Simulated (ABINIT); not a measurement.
Hf:

```
Hf
1.0
     3.19670    0.00000    0.00000
    -1.59835    2.76842    0.00000
     0.00000    0.00000    5.05780
Hf
2
Direct
  0.66667 0.33333 0.75000
  0.33333 0.66667 0.25000
```

- Program: ABINIT 10.8.3 (patched build)
- Task: relaxation of cell and atoms
- Functional: PBE
- Dispersion: D3(BJ)
- Potentials or basis: JTH PAW PBE v2.0
- Cutoff: 517 eV
- k mesh: 10 × 10 × 5
- Occupations: fermi-dirac, width 0.05 eV
- Spin: no spin polarisation

At the start: pressure -2.7 GPa; volume 22.38 Å³/atom.

How do energy, volume and symmetry change on relaxing?

Over 3 steps the energy falls by 4.9 meV/atom and the volume is 21.81 Å³/atom (-2.5 %); space group P6_3/mmc (No. 194, to 0.05 Å).

The path:
| step | energy change (eV) | largest force (eV/Å) | pressure (GPa) | volume (Å³) |
| --- | --- | --- | --- | --- |
| 1 | 0.0000 | 0.0000 | -2.75 | 44.76 |
| 2 | -0.0049 | 0.0000 | -1.89 | 44.39 |
| 3 | -0.0099 | 0.0000 | 0.06 | 43.62 |

Final structure:
```
Hf
1.0
     3.17088    0.00000    0.00000
    -1.58544    2.74607    0.00000
     0.00000    0.00000    5.00962
Hf
2
Cartesian
  1.5854 0.9154 3.7572
  0.0000 1.8307 1.2524
```

Caveat: the log and the count of SCF iterations are those of the last ABINIT call alone; pairwise dispersion overbinds metals, which lowers pressure and volume.
